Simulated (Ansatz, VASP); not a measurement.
LiH: VASP beside Ansatz

Contents of INCAR:

```
SYSTEM = LiH
ALGO = Normal
EDIFF = 1E-7
ENCUT = 520
GGA = CA
ISIF = 2
ISMEAR = -1
LASPH = .TRUE.
LCHARG = .FALSE.
LREAL = .FALSE.
LWAVE = .FALSE.
NBANDS = 9
NELM = 100
PREC = Accurate
SIGMA = 0.05
```

KPOINTS

```
k-points
0
G
  9 9 9
  0 0 0
```

The input POSCAR:

```
LiH
1.0
    0.0000000000      2.0766964161      2.0766964161
    2.0766964161      0.0000000000      2.0766964161
    2.0766964161      2.0766964161      0.0000000000
Li H
1 1
Direct
    0.0000000000      0.0000000000      0.0000000000
    0.5000000000      0.5000000000      0.5000000000
```

File input.yaml:

```yaml
crystal:
  lattice:
    - [0.0, 2.0766964161, 2.0766964161]
    - [2.0766964161, 0.0, 2.0766964161]
    - [2.0766964161, 2.0766964161, 0.0]
  atoms:
    - { symbol: Li, position: [0.0, 0.0, 0.0] }
    - { symbol: H, position: [0.5, 0.5, 0.5] }
hamiltonian:
  xc: lda
  pseudopotentials: { kind: paw }
kpoints:
  mp_grid: { grid: [9, 9, 9] }
scf:
  occupations: { method: fermi_dirac, width: 0.05 }
output:
  forces: true
  stress: true
  eigenvalues: true
```

Alike in both runs: task single point; functional LDA; k mesh 9 × 9 × 9; occupations fermi-dirac, width 0.05 eV; no spin polarisation.

```csv
,VASP,Ansatz
version,VASP 6.6.1,Ansatz 0.2.0
potentials or method,"VASP PAW LDA potentials, release 64 (Li_sv, H)",Ansatz PAW
plane-wave cutoff (eV),520,420
valence electrons in the cell,4,4
```

```csv
,VASP,Ansatz,Ansatz less VASP
gap on the k mesh at the Fermi level (eV),2.97,2.97,+0.007
least direct gap on the mesh (eV),2.97,2.97,+0.007
```

Caveats: an odd mesh through Γ misses points on the zone boundary, where band edges often lie (VASP); odd divisions of the mesh miss points on the zone boundary, where band edges often lie, so the gap on the mesh can be too wide (Ansatz). LDA gaps usually lie below the measured ones, often by a third to a half.
